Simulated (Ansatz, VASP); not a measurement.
BN: VASP beside Ansatz

File POSCAR:

```
BN
1.0
    2.5714621072      0.0000000000      0.0000000000
   -1.2857310536      2.2269515097      0.0000000000
    0.0000000000      0.0000000000      6.5024690411
B N
2 2
Direct
    0.3333333333      0.6666666667      0.2500000000
    0.6666666667      0.3333333333      0.7500000000
    0.3333333333      0.6666666667      0.7500000000
    0.6666666667      0.3333333333      0.2500000000
```

Contents of INCAR.step1:

```
SYSTEM = BN
  PREC = Accurate
  ENCUT = 520
  ISMEAR = 0
  SIGMA = 0.05
  LREAL = .False.
  LASPH = .True.
  NELM = 60
  NBANDS = 16
  GGA = PE
  ALGO = Normal
  EDIFF = 1E-4
  LWAVE = .True.
  LCHARG = .False.
```

The input INCAR.step2:

```
SYSTEM = BN
  PREC = Accurate
  ENCUT = 520
  EDIFF = 1E-6
  ISMEAR = 0
  SIGMA = 0.05
  LREAL = .False.
  LASPH = .True.
  NELM = 60
  ALGO = Normal
  ISIF = 2
  LWAVE = .False.
  LCHARG = .False.
  METAGGA = R2SCAN
  LMIXTAU = .True.
  NBANDS = 16
  ISTART = 1
```

KPOINTS

```
regular mesh
0
Gamma
  12 12 4
  0 0 0
```

Input for Ansatz:

```yaml
crystal:
  lattice:
    - [2.5714621072, 0.0, 0.0]
    - [-1.2857310536, 2.2269515097, 0.0]
    - [0.0, 0.0, 6.5024690411]
  atoms:
    - { symbol: B, position: [0.3333333333, 0.6666666667, 0.25] }
    - { symbol: B, position: [0.6666666667, 0.3333333333, 0.75] }
    - { symbol: "N", position: [0.3333333333, 0.6666666667, 0.75] }
    - { symbol: "N", position: [0.6666666667, 0.3333333333, 0.25] }
basis:
  ecutwfc: 500
kpoints:
  mp_grid: { grid: [12, 12, 4] }
hamiltonian:
  xc: r2scan
scf:
  occupations: { method: gaussian, width: 0.05 }
output:
  forces: true
  stress: true
  eigenvalues: true
```

Alike in both runs: task single point; functional r2SCAN; k mesh 12 × 12 × 4; occupations gaussian, width 0.05 eV; no spin polarisation.

|  | VASP | Ansatz |
| --- | --- | --- |
| version | VASP 6.6.1 | Ansatz 0.2.0 |
| potentials or method | VASP PAW PBE potentials, release 64 (B, N) | scalar-relativistic, plane waves, PAW |
| plane-wave cutoff (eV) | 520 | 500 |
| valence electrons in the cell | 16 | 16 |

|  | VASP | Ansatz | Ansatz less VASP |
| --- | --- | --- | --- |
| gap on the k mesh at the Fermi level (eV) | 4.67 | 4.64 | -0.034 |
| least direct gap on the mesh (eV) | 5.02 | 4.98 | -0.032 |
| pressure (GPa) | -17.7 | -18.1 | -0.35 |
| largest component of the traceless stress (GPa) | 19.00 | 19.60 | +0.600 |

With one functional, cell and mesh, what is left measures potentials, basis and numerics.

Caveats: so large a pressure means that the cell lies far from this level's equilibrium, or that cutoff or potentials fall short (VASP); the potentials were made for another functional, which shifts forces and pressure (VASP). A k mesh can miss the band edges. r2SCAN opens gaps a little over a GGA but as a rule still falls short of measured ones.
